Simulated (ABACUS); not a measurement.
# WS2: single point with PBE

The system is WS2, a slab with vacuum.

```
W S
1.0
     3.18352    0.00000    0.00000
    -1.59176    2.75701    0.00000
     0.00000    0.00000   16.95058
W S
1 2
Direct
  0.00000 0.00000 0.00000
  0.33333 0.66667 0.09200
  0.33333 0.66667 0.90800
```

| Quantity | Value |
| --- | --- |
| Program | ABACUS 3.10.1 |
| Task | single point |
| Functional | PBE |
| Potentials or basis | GBRV ultrasoft 1.5 PBE |
| Cutoff | 544 eV |
| Density cutoff | 4354 eV |
| Basis | plane waves |
| k mesh | 8 × 8 × 2 |
| Occupations | fermi-dirac, width 0.05 eV |
| Spin | no spin polarisation |

```json
{
 "Largest force": "0.292 eV/Å",
 "Band gap on the k mesh": "2.06 eV, indirect (least direct gap 2.25 eV)"
}
```

Forces on the atoms (eV/Å):
```
W    0.000  0.000  0.000
S    0.000  0.000  0.292
S    0.000  0.000 -0.292
```

Stress tensor (GPa, compression positive):
```
0.12 0.00 0.00
0.00 0.12 0.00
0.00 0.00 0.58
```

Levels at points of the mesh, in eV from the valence-band top:
```tsv
k point	band 9	band 10	band 11	band 12	band 13	band 14	band 15	band 16	band 17	band 18
(0.00, 0.00, 0.00)	-2.91	-2.08	-1.66	-1.66	0.00	2.89	2.89	3.07	3.07	4.90
(0.50, 0.50, 0.00)	-4.43	-3.45	-2.10	-1.30	-0.92	2.84	3.31	4.07	4.77	5.10
(0.00, 0.00, 0.50)	-2.91	-2.08	-1.66	-1.66	0.00	2.89	2.89	3.07	3.07	4.99
(0.50, 0.50, 0.50)	-4.43	-3.45	-2.10	-1.30	-0.92	2.84	3.31	4.07	4.77	5.10
```

Run time: 7.4 min on 4 MPI ranks on Intel(R) Xeon(R) Platinum 8375C CPU @ 2.90GHz (Ice Lake), on a shared host, peak memory 2.8 GiB a rank.

Caveat: spin-orbit coupling is left out, which moves the levels of the heavy elements. Expect the measured gap to be larger: semilocal functionals such as PBE lack the derivative discontinuity.
